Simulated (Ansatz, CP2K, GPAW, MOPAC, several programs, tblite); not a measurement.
**Many methods on one cell: Sn (lonsdaleite)**

Sn (lonsdaleite), relaxed with r2SCAN in Ansatz, was computed with several methods. It is hexagonal, P6_3/mmc (No. 194); a = 4.635 Å, c = 7.614 Å in the conventional setting, 35.41 Å³ an atom. Sn has 4 Sn at 2.84–2.85 Å. Note: simulated data, non-magnetic, for a generated structure that need not be the stable one.

```yaml
crystal:
  lattice:
    - [4.63494, 0.00000, 0.00000]
    - [-2.31747, 4.01398, 0.00000]
    - [0.00000, 0.00000, 7.61389]
  atoms:
    - { symbol: Sn, position: [0.33333, 0.66667, 0.00024] }
    - { symbol: Sn, position: [0.66667, 0.33333, 0.50024] }
    - { symbol: Sn, position: [0.33333, 0.66667, 0.37476] }
    - { symbol: Sn, position: [0.66667, 0.33333, 0.87476] }
```

Gaps and times are for a single point on this cell; volume and bulk modulus come from each method's own relaxation or energy curve at fixed shape, which is too stiff where a cell has free coordinates or axes. Times are rough, from shared hosts (Arm Neoverse V2), and each method has its own mesh and cell size. A double dagger marks a value from a curve with shape and coordinates held. PM7 (MOPAC): levels, charges or heat of formation failed a check of plausibility, so no values are given. PM6 (MOPAC), PM7 (MOPAC), GFN1-xTB (tblite), GFN2-xTB (tblite) treat a cluster of cells at its zone centre, which samples few k points: where these miss a band edge, the gap comes out too large for that reason alone. Gaps from k meshes are read at a limited set of points (mesh, symmetry points, PBE's band edges), so each method's own least gap may be somewhat smaller. xTB and the PM methods were fitted mostly to molecules, and can miss a solid's gap by electronvolts. Minimal bases can be far off for gaps. d marks a direct gap, i an indirect one (no mark: not told apart), a dash a value that wasn't computed or didn't pass its checks.

| method | kind | gap (eV) | own volume (Å³/atom) | bulk modulus (GPa) | atoms computed | processor time |
| --- | --- | --- | --- | --- | --- | --- |
| light PBE (260 eV and a coarse mesh) | light plane-wave | overlap 0.23 | – | – | 4 | 1.3 s |
| GFN1-xTB (tblite) | tight binding | 0 | 35.00‡ | 58‡ | 72 | 2.3 s |
| GFN2-xTB (tblite) | tight binding | 0 | 34.30‡ | 40‡ | 72 | 5 s |
| PBE | semilocal | overlap 0.22 | 36.85 | 36‡ | 4 | 5.8 s |
| PBE/SZV (CP2K) | small basis | 0 | 36.59‡ | 42‡ | 4 | 6.9 s |
| PM6 (MOPAC) | semi-empirical | 2.28 | – | – | 72 | 9.1 s |
| PBE/single zeta (GPAW) | small basis | overlap 0.10 | – | – | 4 | 11 s |
| r2SCAN | semilocal | 0 | 35.41 | 43‡ | 4 | 12 s |
| PM7 (MOPAC) | semi-empirical | – | – | – | 72 | 17 s |
| PBE/DZVP (CP2K) | small basis | overlap 0.19 | 37.29‡ | 35‡ | 4 | 19 s |

Volumes against r2SCAN's: PBE +4.0 %.

With PBE and r2SCAN the bands overlap or touch, or nearly. Semilocal functionals can close a real gap, so this doesn't show a metal; small gaps of other methods may in turn close between the points read or with spin-orbit coupling, and the solid may be a semimetal.

Spin-orbit coupling is left out, which matters wherever the heavy atoms make up the band edges.
